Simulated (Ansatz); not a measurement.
The system is CuO.

```xyz
4
Lattice="3.1795 0.0000 0.0000 -1.5898 2.7536 0.0000 0.0000 0.0000 4.4315" Properties=species:S:1:pos:R:3 pbc="T T T"
Cu    0.0000    0.0000    0.0000
Cu    0.0000    0.0000    2.2157
O     0.0000    1.8357    1.1079
O     1.5898    0.9179    3.3236
```

Measurements of this composition are mostly on another form, of space group No. 15.

Base run:

- Program: Ansatz 0.2.0
- Functional: PBEsol
- Potentials or basis: Ansatz PAW
- Cutoff: 420 eV (not typed: the program's choice for these potentials)
- k mesh: 10 × 10 × 6
- Occupations: fermi-dirac, width 0.05 eV
- Spin: no spin polarisation
- Hubbard terms: Cu d U = 5.3 eV

Its results: band gap on the k mesh none (metal or under the smearing width); pressure 0.1 GPa.

Q: The run is repeated on the same cell with these changes: hubbard terms from Cu d U = 5.3 eV to none; hubbard projectors from ortho-atomic (the default) to none. What comes out?

A: Band gap on the k mesh none (metal or under the smearing width); pressure -2.7 GPa.

Caveats: the run has no spin polarisation, though such a crystal can be magnetic; the PAW data sets come from PBE, with cores solved anew for the run's functional, which leaves a small shift of forces and pressure; U without spin polarisation on a metal has little footing (some runs); semilocal functionals often make such compounds metallic where correlation or magnetic order opens a gap, which also shifts bond lengths (some runs).
